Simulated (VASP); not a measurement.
# H3C3NO2: single point with PBE+D3(BJ)

H3C3NO2:

```xyz
27
Lattice="7.4476 0.0000 0.0000 0.0000 7.4476 0.0000 0.0000 0.0000 7.4476" Properties=species:S:1:pos:R:3 pbc="T T T"
C     5.7059    5.5989    4.6507
C     5.7450    7.0431    4.7582
C     3.7955    0.5987    1.8804
C     4.7509   -0.1660    1.1079
C     0.0399    1.9016    2.1747
C     0.9968    2.7811    2.8106
C     1.7001    5.9928    4.5137
C     2.5344    1.9629    5.9967
C     5.1162    3.7849    0.6702
N     5.7732    8.2037    4.8108
N     5.5311   -0.7838    0.5079
N     1.7732    3.4660    3.3407
H     6.0480    5.2892    3.6549
H     6.3443    5.1476    5.4188
H     4.6852    5.2299    4.8031
H     2.8568    0.0366    1.9610
H     4.1845    0.7802    2.8925
H     3.5934    1.5685    1.4082
H     0.3320    0.8556    2.3278
H    -0.9408    2.0432    2.6477
H    -0.0144    2.1090    1.0993
O     2.0991    5.5719    5.5300
O     1.2861    6.4273    3.5045
O     2.5567    1.1378    5.1706
O     2.5020    2.7819    6.8342
O     5.6225    3.5092   -0.3487
O     4.6143    4.0051    1.7051
```

The cell was built by a generator and needn't be a form met in nature.

| Item | Value |
| --- | --- |
| Program | VASP 6.6.1 |
| Task | single point |
| Functional | PBE |
| Dispersion | D3(BJ) |
| Potentials or basis | VASP PAW PBE potentials, release 64 (C, N, H, O) |
| Cutoff | 520 eV |
| k mesh | 1 × 1 × 1 |
| Occupations | fermi-dirac, width 0.02 eV |
| Spin | no spin polarisation |
| Dipole correction | no |
| Further INCAR settings | LREAL = Auto; ALGO = Normal; EDIFF = 1e-07; NBANDS = 67 |

The pressure is 0.7 GPa, the largest force is 0.565 eV/Å and the band gap on the k mesh is 6.25 eV, direct. The dispersion energy per atom is -0.050 eV.

Forces on the atoms (eV/Å):
```
C    0.024  0.028 -0.013
C   -0.005 -0.354 -0.029
C    0.007 -0.051 -0.015
C   -0.185  0.188  0.169
C    0.012  0.051  0.041
C   -0.064 -0.098 -0.041
C   -0.053 -0.070 -0.100
C   -0.027  0.086 -0.045
C   -0.003  0.020  0.011
N    0.018  0.339 -0.006
N    0.232 -0.177 -0.149
N    0.076  0.102  0.048
H    0.002  0.006  0.010
H   -0.003  0.010 -0.011
H   -0.023  0.006  0.011
H   -0.017  0.016  0.001
H   -0.015  0.008 -0.015
H   -0.019  0.002  0.014
H    0.002 -0.023  0.002
H   -0.011 -0.019 -0.025
H   -0.024 -0.007 -0.048
O    0.175 -0.052  0.388
O   -0.131  0.123 -0.262
O    0.030 -0.438 -0.355
O   -0.003  0.327  0.404
O    0.226 -0.128 -0.447
O   -0.222  0.106  0.464
```

Stress tensor (GPa, compression positive):
```
 0.26 -0.10 -0.07
-0.10  0.86  0.14
-0.07  0.14  0.87
```

Levels at points of the mesh, in eV from the valence-band top:
| k point | band 46 | band 47 | band 48 | band 49 | band 50 | band 51 |
| --- | --- | --- | --- | --- | --- | --- |
| (0.00, 0.00, 0.00) | -0.19 | -0.03 | 0.00 | 6.25 | 7.06 | 7.12 |

It took 54 s on 1 thread of Intel(R) Xeon(R) 6975P-C (Granite Rapids), with other jobs on the host, peak memory 0.38 GiB.

Caveat: the standard files for N, O and F lose accuracy on very short bonds. Expect the measured gap to be larger: semilocal functionals such as PBE lack the derivative discontinuity.
